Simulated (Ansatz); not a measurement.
Pressure against volume: GaAs

```
Ga As
1.0
     0.00000    2.82685    2.82685
     2.82685    0.00000    2.82685
     2.82685    2.82685    0.00000
Ga As
1 1
Cartesian
  0.0000 0.0000 0.0000
  4.2403 4.2403 4.2403
```

The cell is COD entry 9008845, as deposited and not checked against the literature; nothing was relaxed.

All numbers are computed: DFT, LDA, all-electron LAPW, scalar-relativistic (Ansatz 0.2.0); DFT, LDA, PAW with Ansatz's default frozen-core files, scalar-relativistic (Ansatz 0.2.0).

For LAPW: a Γ-centred 11×11×11 k mesh, Fermi–Dirac smearing of 0.05 eV, basis error target 0.5 meV/atom, no spin polarisation. PAW takes a cutoff of 420 eV at this cell (files made with PBE, cores remade for this functional). The Ansatz runs share mesh, smearing and spin set-up. Plane-wave (PAW) pressures include the program's estimate of the Pulay term.

The cell above is scaled evenly, with fractional coordinates and shape held.

| V/V(cell) | V (Å³/atom) | P, LAPW (GPa) | P, PAW (GPa) | free energy over the lowest listed, PAW (meV/atom) |
| --- | --- | --- | --- | --- |
| 0.9400 | 21.234 | 2.84 | 2.81 | 6.4 |
| 0.9405 | 21.246 | 2.80 | 2.77 | 6.2 |
| 0.9600 | 21.686 | 1.09 | 1.06 | 0.9 |
| 0.9700 | 21.912 | 0.29 | 0.26 | 0.0 |
| 0.9800 | 22.138 | -0.46 | -0.49 | 0.2 |
| 0.9900 | 22.364 | -1.18 | -1.21 | 1.4 |
| 1.0000 | 22.590 | -1.85 | -1.88 | 3.5 |
| 1.0100 | 22.815 | -2.48 | -2.51 | 6.6 |
| 1.0200 | 23.041 | -3.07 | -3.10 | 10.6 |
| 1.0300 | 23.267 | -3.63 | -3.66 | 15.4 |
| 1.0400 | 23.493 | -4.15 | -4.18 | 20.9 |
| 1.0600 | 23.945 | -5.13 | -5.15 | 34.1 |

(1) What do Birch–Murnaghan fits to the pressures give?

Answers

(1) LAPW: V0 = 22.00 Å³/atom, B0 = 74 GPa, B0′ = 4.8; PAW: V0 = 21.99 Å³/atom, B0 = 74 GPa, B0′ = 4.8.
